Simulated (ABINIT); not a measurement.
Write the native input for ABINIT 10.8.3 (patched build) that does the following.

```yaml
Task: equation of state
Functional: BLYP
Dispersion: D3(BJ)
Potentials_or_basis: JTH PAW PBE v2.0
Cutoff: 408 eV
k_mesh: 11 × 11 × 11
Occupations: fermi-dirac, width 0.05 eV
Spin: no spin polarisation
Fine-grid_cutoff: 816.342 eV
Exchange_and_correlation_inside_the_PAW_spheres: full angular mesh (pawxcdev 0, this build's default; the released program takes 1)
```

The system is Nb.

```
Nb
1.0
    -1.66395    1.66395    1.66395
     1.66395   -1.66395    1.66395
     1.66395    1.66395   -1.66395
Nb
1
Direct
  0.00000 0.00000 0.00000
```

These files were run (other wordings do the same):

run.abi

```
# Datasets: one volume each
ndtset 7
getwfk -1
scalecart1 3*0.9795861087
scalecart2 3*0.9864848297
scalecart3 3*0.9932883884
scalecart4 3*1.0000000000
scalecart5 3*1.0066227096
scalecart6 3*1.0131594038
scalecart7 3*1.0196128224

# Pseudopotentials
pp_dirpath "./"
pseudos "Nb.GGA_PBE-JTH.xml"

# Structure
acell 3*1.0
rprim
    -3.1444097851     3.1444097851     3.1444097851
     3.1444097851    -3.1444097851     3.1444097851
     3.1444097851     3.1444097851    -3.1444097851
ntypat 1
znucl 41
natom 1
typat 1
xred
     0.0000000000     0.0000000000     0.0000000000

# Plane-wave basis
ecut 15.0
pawecutdg 30.0

# k points
kptopt 1
ngkpt 11 11 11
nshiftk 1
shiftk 0.0 0.0 0.0

# Exchange and correlation
ixc -106131
vdw_xc 7

# Bands and occupations
nband 11
occopt 3
tsmear 0.05 eV

# SCF cycle
nstep 100
tolvrs 1.0e-9

# Output
iomode 3
prtwf 1
prtden 0
prteig 0
prtebands 0
enunit 1
```

Potentials or basis: JTH PAW PBE v2.0.

Run with:

```bash
$ abinit run.abi > log 2>&1
```

Results of the run:

```
Equilibrium volume : 17.12 Å³/atom (rough: see the caveat)
Bulk modulus       : 181 GPa (rough)
```

Caveat: the cutoff is too short for stress, so the log's stress isn't used; pressures at fixed basis lie under the slope of the energies; the minimum lies outside the volumes run; the PAW data sets were made with another functional, which shifts forces and pressure a little.

It took 71 s on 1 thread of Intel(R) Xeon(R) Platinum 8259CL CPU @ 2.50GHz (Skylake/Cascade Lake), with other jobs on the host, peak memory 0.13 GiB.
